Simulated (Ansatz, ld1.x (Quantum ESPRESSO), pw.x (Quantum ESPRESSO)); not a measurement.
## magnesium (Mg) (bcc): variants of one ultrasoft potential in the solid

magnesium, ultrasoft, made with ld1.x (Quantum ESPRESSO) 7.5 (LDA (PW92), scalar-relativistic). Core [Ne], reference 3s2 3p0. Waves: 3s (bound): rcut 2.00, rcutus 2.45 bohr; 3s channel at 0.15 Ry: rcut 2.00, rcutus 2.45 bohr; 3p (bound, empty): rcut 2.75, rcutus 3.60 bohr; 3p channel at 0.65 Ry: rcut 2.75, rcutus 3.60 bohr; 3d channel at 0.35 Ry: rcut 2.75, rcutus 3.25 bohr. Local part: all-electron potential smoothed inside 2.60 bohr (lloc = -2). Core correction: Bessel-smoothed model core inside 2.35 bohr. Augmentation charge: built from norm-conserving waves at rcut, not smoothed further.

Crystal test: bcc Mg in pw.x 7.5, no spin, 13³ k-points, Fermi–Dirac smearing 0.01 Ry, cutoffs set for each file from its atomic test. The reference is all-electron LAPW (Ansatz 0.2.0) with the same functional, mesh and smearing; V0 and B0 come from Birch–Murnaghan fits to the pressures at five volumes. Errors are pseudo minus all-electron; Δ is the rms difference of the E(V) curves that follow from these fits, minima aligned, over ±6 % about the mean V0. Mesh and smearing are coarse, so the numbers serve the comparison and aren't converged zero-temperature values; the lattice is a test structure that the element need not adopt.

All-electron: a0 = 3.513 Å (V0 = 21.67 Å³/atom), B0 = 38.2 GPa.

Base: The largest radius (3.60 bohr) exceeds half the bond length (2.87 bohr), so the spheres overlap, which is one possible source of error among others.

1 further variants are left out: they gave no file fit for a test, a broken result, the same result as the base, or pressures whose basis-set error rivals the error shown.

A dash in a converged row means that the minimum lies outside the volumes sampled.

```csv
change,cutoffs (Ry),pw.x,a0 (Å),a0 error (%),B0 error (%),Δ (meV/atom),mean pressure error (GPa)
base,40/600,converged,3.513,+0.02,-0.7,0.1,+0.02
"all radii but the core radius scaled by about 0.95 (s 2.34, p 3.42, d 3.10 bohr, rcut 1.90/2.62/2.62); local potential all-electron potential smoothed inside 2.48 bohr (lloc = -2)",40/600,converged,3.512,-0.03,-0.6,0.2,-0.04
"all radii but the core radius scaled by about 1.17 (s 2.86, p 4.22, d 3.80 bohr, rcut 2.34/3.22/3.22); local potential all-electron potential smoothed inside 3.04 bohr (lloc = -2)",40/600,failed (cdiaghg: S matrix not positive definite),–,–,–,–,–
"all radii but the core radius scaled by about 1.39 (s 3.40, p 5.00, d 4.50 bohr, rcut 2.78/3.82/3.82); local potential all-electron potential smoothed inside 3.60 bohr (lloc = -2)",40/600,converged; bound ghost,–,–,–,–,+10.06
```

Question: Give the row for: all radii but the core radius scaled by about 1.06 (s 2.60, p 3.82, d 3.46 bohr, rcut 2.12/2.92/2.92); local potential all-electron potential smoothed inside 2.76 bohr (lloc = -2).

Answer: pw.x: converged; mean pressure error (GPa): +0.12; a0 (Å): 3.516; a0 error (%): +0.11; B0 error (%): -0.4; Δ (meV/atom): 0.6.
